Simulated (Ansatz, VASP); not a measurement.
# Two plane-wave programs on Zn

INCAR

```
SYSTEM = Zn
PREC = Accurate
ENCUT = 520
EDIFF = 1E-7
ISMEAR = -1
SIGMA = 0.05
LREAL = .False.
LASPH = .True.
NELM = 100
ALGO = Normal
ISIF = 2
LWAVE = .False.
LCHARG = .False.
GGA = PS
NBANDS = 19
```

File KPOINTS:

```
Automatic mesh
0
Gamma
  11 11 6
  0 0 0
```

POSCAR

```
Zn
1.0
    2.6339144954      0.0000000000      0.0000000000
   -1.3169572477      2.2810368644      0.0000000000
    0.0000000000      0.0000000000      4.8988836645
Zn
2
Direct
    0.6666666667      0.3333333333      0.7500000000
    0.3333333333      0.6666666667      0.2500000000
```

The input input.yaml:

```yaml
crystal:
  lattice:
    - [2.6339144954, 0.0, 0.0]
    - [-1.3169572477, 2.2810368644, 0.0]
    - [0.0, 0.0, 4.8988836645]
  atoms:
    - { symbol: Zn, position: [0.6666666667, 0.3333333333, 0.75] }
    - { symbol: Zn, position: [0.3333333333, 0.6666666667, 0.25] }
hamiltonian:
  xc: pbesol
  pseudopotentials: { kind: paw }
kpoints:
  mp_grid: { grid: [11, 11, 6] }
scf:
  occupations: { method: fermi_dirac, width: 0.05 }
output:
  forces: true
  stress: true
  eigenvalues: true
```

Change from the starting cell: volume scaled by 0.96.

Alike in both runs: task single point; functional PBEsol; k mesh 11 × 11 × 6; occupations fermi-dirac, width 0.05 eV; no spin polarisation.

```csv
,VASP,Ansatz
version,VASP 6.6.1,Ansatz 0.2.0
potentials or method,"VASP PAW PBE potentials, release 64 (Zn)",Ansatz PAW
plane-wave cutoff (eV),520,420
valence electrons in the cell,24,24
```

VASP gave:

```
gap on the k mesh at the Fermi level (eV)       : none
pressure (GPa)                                  : -2.4
largest component of the traceless stress (GPa) : 1.01
```

Problem. Estimate Ansatz's values.

Solution. gap on the k mesh at the Fermi level (eV): none; pressure (GPa): -2.8; largest component of the traceless stress (GPa): 0.86.

A gap of «none» marks a metal or a gap that the smearing closes.

Caveats: the PAW data sets were made with another functional, which shifts forces and pressure a little (VASP); the PAW data sets come from PBE, with cores solved anew for the run's functional, which leaves a small shift of forces and pressure (Ansatz).
